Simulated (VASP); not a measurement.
Mo:

```
CELL_PARAMETERS angstrom
-1.58381 1.58381 1.58381
1.58381 -1.58381 1.58381
1.58381 1.58381 -1.58381
ATOMIC_POSITIONS crystal
Mo 0.00000 0.00000 0.00000
```

Base run:

* Program: VASP 6.6.1
* Functional: PBE
* Potentials or basis: VASP PAW PBE potentials, release 64 (Mo_sv)
* Cutoff: 520 eV
* k mesh: 12 × 12 × 12
* Occupations: fermi-dirac, width 0.05 eV
* Spin: no spin polarisation

Its results: band gap on the k mesh none (metal or under the smearing width); pressure -1.4 GPa.

The run is repeated on the same cell with these changes: functional from PBE to r2SCAN; further incar settings from ALGO = Normal; EDIFF = 1e-07; NBANDS = 13 to ALGO = Normal; EDIFF = 1e-06; NBANDS = 13. What comes out?

Band gap on the k mesh none (metal or under the smearing width); pressure -3.4 GPa.

Caveats: the PAW data sets were made with another functional, which shifts forces and pressure a little (some runs).

Not every run made on this cell is shown here.
